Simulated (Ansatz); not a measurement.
# Si: the cost of one run

Computed with Ansatz 0.2.0 (DFT PBE, scalar-relativistic, plane waves, PAW, unless a step's input says otherwise).

4 further runs of the same task are left out: 1 that didn't finish, 3 set aside as unsound or not needed.

## Step 1: The system as given

The structure is monoclinic, space group Pm (No. 6). Conventional cell: a = 6.365 Å, b = 7.702 Å, c = 19.753 Å, α = 90.00°, β = 90.00°, γ = 90.00°. Si (site symmetry m) is surrounded by 3 Si at 2.36 to 2.38 Å. Si (site symmetry 1) is surrounded by 4 Si at 2.36 to 2.38 Å. Around Si (site symmetry 1) lie 4 Si at 2.31 to 2.38 Å. Only part of the 13 independent sites is listed.

Structure file:

```cif
data_structure
_symmetry_space_group_name_H-M 'P 1'
_symmetry_Int_Tables_number 1
_cell_length_a 7.7022
_cell_length_b 6.3647
_cell_length_c 19.7525
_cell_angle_alpha 90.000
_cell_angle_beta 90.000
_cell_angle_gamma 90.000
_cell_volume 968.31
loop_
_atom_site_label
_atom_site_type_symbol
_atom_site_fract_x
_atom_site_fract_y
_atom_site_fract_z
_atom_site_occupancy
Si1 Si 0.00000 0.93707 0.20251 1
Si2 Si 0.50000 0.93707 0.20251 1
Si3 Si 0.00000 0.56293 0.20251 1
Si4 Si 0.50000 0.56293 0.20251 1
Si5 Si 0.25000 0.43707 0.25879 1
Si6 Si 0.75000 0.43707 0.25879 1
Si7 Si 0.25000 0.06293 0.25879 1
Si8 Si 0.75000 0.06293 0.25879 1
Si9 Si 0.25000 0.93330 0.37206 1
Si10 Si 0.75000 0.93330 0.37206 1
Si11 Si 0.25000 0.56670 0.37206 1
Si12 Si 0.75000 0.56670 0.37206 1
Si13 Si 0.00000 0.42599 0.41780 1
Si14 Si 0.50000 0.42599 0.41780 1
Si15 Si 0.00000 0.07401 0.41780 1
Si16 Si 0.50000 0.07401 0.41780 1
Si17 Si 0.00000 0.42599 0.53019 1
```

This is the geometry of the first run shown, built on a cell relaxed beforehand with the same method.

## Step 2: What is varied

Atoms count from 1 in the order of the input.

Si is moved over the surface cell; relaxed at each place: the height of the adsorbate's atoms; substrate rigid; the origin of the map has the adsorbate above Si13.

The axes are (1) position of Si17 along the first surface vector, from above Si13: 6 values from 0.000 to 0.833, periodic; (2) position of Si17 along the second surface vector, from above Si13: 6 values from 0.000 to 0.833, periodic.

Relaxed at each point: the height of the adsorbate's atoms; substrate rigid. Points are written as (first, second).

The two vectors of the plane (Å): (3.851, 0.000, 0.000); (0.000, 6.365, 0.000).

## Step 3: Point (0/6, 0/6) of the map's two axes

Input file input.yaml:

```yaml
crystal:
  lattice:
    - [7.7021643869, 0.0, 0.0]
    - [0.0, 6.3646811531, 0.0]
    - [0.0, 0.0, 19.7525435111]
  atoms:
    - { symbol: Si, position: [0.0, 0.9370679262, 0.2025055658] }
    - { symbol: Si, position: [0.5, 0.9370679262, 0.2025055658] }
    - { symbol: Si, position: [0.0, 0.5629320738, 0.2025055658] }
    - { symbol: Si, position: [0.5, 0.5629320738, 0.2025055658] }
    - { symbol: Si, position: [0.25, 0.4370679262, 0.258787516] }
    - { symbol: Si, position: [0.75, 0.4370679262, 0.258787516] }
    - { symbol: Si, position: [0.25, 0.0629320738, 0.258787516] }
    - { symbol: Si, position: [0.75, 0.0629320738, 0.258787516] }
    - { symbol: Si, position: [0.25, 0.9333044689, 0.3720589473] }
    - { symbol: Si, position: [0.75, 0.9333044689, 0.3720589473] }
    - { symbol: Si, position: [0.25, 0.5666955311, 0.3720589473] }
    - { symbol: Si, position: [0.75, 0.5666955311, 0.3720589473] }
    - { symbol: Si, position: [0.0, 0.4259907554, 0.4177964983] }
    - { symbol: Si, position: [0.5, 0.4259907554, 0.4177964983] }
    - { symbol: Si, position: [0.0, 0.0740092446, 0.4177964983] }
    - { symbol: Si, position: [0.5, 0.0740092446, 0.4177964983] }
    - { symbol: Si, position: [0.0, 0.4259907554, 0.5301870873], spin: 2.0 }
basis:
  ecutwfc: 420
kpoints:
  mp_grid: { grid: [4, 4, 1] }
hamiltonian:
  xc: pbe
  pseudopotentials: { kind: paw, azcp: { folder: soft_1 } }
scf:
  occupations: { method: gaussian, width: 0.05 }
output:
  forces: true
  eigenvalues: true
  populations: true
magnetization:
  spin_polarized: true
relax:
  adjacent_minimum: "off"
  f_tol: 0.025
  max_steps: 16
  constraints:
    - { sites: [0, 1, 2, 3, 4, 5, 6, 7, 8, 9, 10, 11, 12, 13, 14, 15] }
    - { sites: [16], fix: xy }
efield:
  axis: 3
  dipole_correction: true
  ramp_width: 0.04
```

Launch:

```console
$ ansatz run input.yaml --threads 4 --pin off --max-ram 12288MiB --backend cpu --events-out ev --progress --plain --runs-dir out
```

Q: Estimate wall time and peak memory on 4 threads of Arm Neoverse N1, shared host.

About 15 min, with a peak of 2.5 GiB.
